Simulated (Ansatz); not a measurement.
ZnS under changes of volume

One of the cells (19.727 Å³/atom); the others are scaled copies at fixed shape and fractional positions:

```
CELL_PARAMETERS angstrom
0.00000 2.70200 2.70200
2.70200 0.00000 2.70200
2.70200 2.70200 0.00000
ATOMIC_POSITIONS crystal
Zn 0.75000 0.75000 0.75000
S 0.00000 0.00000 0.00000
```

- Program: Ansatz 0.2.0
- Functional: B3LYP
- Potentials or basis: Ansatz PAW
- Cutoff: 420 eV (not typed: the program's choice for these potentials)
- k mesh: 5 × 5 × 5
- Occupations: fermi-dirac, width 0.05 eV
- Spin: no spin polarisation

```csv
volume (Å³/atom),energy over the lowest point (meV/atom),pressure (GPa),gap on the mesh (eV)
18.543,61.30,9.8,3.94
18.938,39.81,7.6,3.83
19.332,23.46,5.7,3.72
19.727,11.73,3.9,3.62
20.121,?,?,?
20.516,0.35,0.8,3.42
20.910,0.00,-0.5,3.32
```

Q: What does the run at 20.121 Å³/atom give?

A: Energy over the lowest point 4.17 meV/atom; pressure 2.3 GPa; gap on the mesh 3.51 eV.

Worked out: A Birch-Murnaghan fit of order 3 (a polynomial in V^(-2/3)) to the other rows has its minimum at 20.76 Å³/atom with B0 = V·E''(V) = 69 GPa and B' = 4.2. It gives 4.15 meV/atom at 20.121 Å³/atom, against the run's 4.17, and -dE/dV = 2.3 GPa, against 2.3. A straight line through the other rows of the gap, of slope -5.14 eV per unit of ln V (its deformation potential), gives 3.52 eV, against the run's 3.51.

Energies are extrapolated to zero smearing.

Caveats: odd divisions of the mesh miss points on the zone boundary, where band edges often lie, so the gap on the mesh can be too wide; the PAW data sets come from PBE, with cores solved anew for the run's functional, which leaves a small shift of forces and pressure; the thresholds are loose for stress.
